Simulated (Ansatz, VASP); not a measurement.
# One calculation of BN, two programs

```
B N
1.0
     2.55682    0.00000    0.00000
    -1.27841    2.21427    0.00000
     0.00000    0.00000    6.64170
B N
2 2
Direct
  0.33333 0.66667 0.25000
  0.66667 0.33333 0.75000
  0.33333 0.66667 0.75000
  0.66667 0.33333 0.25000
```

Change from the starting cell: volume scaled by 1.02, ions relaxed.

Alike in both runs: functional PBE; k mesh 13 × 13 × 5; occupations fermi-dirac, width 0.02 eV; no spin polarisation.

Ansatz relaxed the structure, and its values are those at the end. VASP's run is a single point on that final structure, the one shown.

|  | VASP | Ansatz |
| --- | --- | --- |
| version | VASP 6.6.1 | Ansatz 0.2.0 |
| potentials or method | VASP PAW PBE potentials, release 64 (B, N) | plane-wave PAW, scalar-relativistic |
| plane-wave cutoff (eV) | 520 | 420 |
| valence electrons in the cell | 16 | 16 |

|  | VASP | Ansatz | Ansatz less VASP |
| --- | --- | --- | --- |
| gap on the k mesh at the Fermi level (eV) | 4.18 | 4.18 | +0.006 |
| pressure (GPa) | -10.5 | -10.6 | -0.07 |

Ansatz warned: «stress_scf_threshold_loose».

Caveats: an odd mesh through Γ misses points on the zone boundary, where band edges often lie; this functional lacks dispersion, which binds the layers, so the pressure and a relaxed spacing across them are unreliable.
